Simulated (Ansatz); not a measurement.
**Stationary points along a deformation path in SrCl$_{2}$**

Computed with DFT PBE, scalar-relativistic, plane waves, PAW (Ansatz 0.2.0). The runs took a 420 eV cutoff, a Γ-centred 6×6×6 mesh and Gaussian smearing (0.05 eV). No spin polarisation. Energies are free energies at this smearing, counted from the undisturbed cell; pressure is positive in compression.

The undisturbed cell (as given, not relaxed at this level; it stands at 1.1 GPa, and it needn't be the usual structure):

```
CELL_PARAMETERS angstrom
0.00000 3.48550 3.48550
3.48550 0.00000 3.48550
3.48550 3.48550 0.00000
ATOMIC_POSITIONS crystal
Sr 0.00000 0.00000 0.00000
Cl 0.25000 0.25000 0.25000
Cl 0.75000 0.75000 0.75000
```

At fixed volume and fractional coordinates, lengths along (0.000, 0.000, 1.000) are scaled against those across it; ρ is that ratio over its starting value. V = 28.230 Å³/atom. Δσ is the stress along the axis less the mean stress across it (compression positive).

| ρ | ΔE (meV/atom) | Δσ (GPa) | space group |
| --- | --- | --- | --- |
| 0.650 | 830.1 | 42.18 | I4/mmm |
| 0.707 | 481.6 | 28.74 | I4/mmm |
| 0.780 | 221.2 | 17.08 | I4/mmm |
| 0.850 | 87.6 | 9.75 | I4/mmm |
| 0.920 | 21.9 | 4.57 | I4/mmm |
| 0.960 | 5.1 | 2.16 | I4/mmm |
| 1.000 | 0.0 | 0.00 | Fm-3m |
| 1.050 | 7.2 | -2.51 | I4/mmm |
| 1.100 | 27.5 | -4.92 | I4/mmm |
| 1.200 | 102.2 | -9.81 | I4/mmm |
| 1.300 | 218.4 | -15.07 | I4/mmm |
| 1.414 | 398.9 | -21.69 | I4/mmm |
| 1.500 | 567.7 | -27.09 | I4/mmm |

**Question.** How does the stress give the slope of the energy, and where is the energy stationary?

**Answer.** Along the path d ln(length) is 2/3 d ln ρ on the axis and −1/3 d ln ρ across it, so dE/d ln ρ = −(2/3) V Δσ: the energy falls with ρ where Δσ is positive. Δσ vanishes or changes sign at ρ = 1.000 (Fm-3m), a minimum at 0.0 meV/atom. Pairs of stationary points between two samples would go unseen, and could change a minimum read from distant neighbours into a maximum. At ρ = 1.000 the cell is cubic, where symmetry alone makes the stress isotropic and the slope zero.

**Question.** Which shear constant sets the curvature at ρ = 1?

**Answer.** For a cubic crystal E/V = (2/3) C (ln ρ)² with C = C′ = (C11 − C12)/2, so Δσ = −2C ln ρ. The parabola of Δσ against ln ρ through ρ = 0.960, 1 and 1.050 gives C ≈ 26 GPa with the ions clamped, rough because the steps are large. It is the stress–strain coefficient at this cell's pressure of 1.1 GPa, not the zero-pressure constant.

**Question.** Integrate that slope from ρ = 1 to 0.850 by the trapezoid rule.

**Answer.** With V/N in Å³ and 1 eV/Å³ = 160.2 GPa the slopes at ρ = 1.000, 0.960, 0.920, 0.850 are 0, -254, -537, -1146 meV/atom per unit of ln ρ. The steps add 5.2 + 16.8 + 66.6 = 88.6 meV/atom, against 87.6 from the energies; the trapezoid rule misses the curvature of the slope within each step.

The gap closes along the scan, which can put kinks into the curve.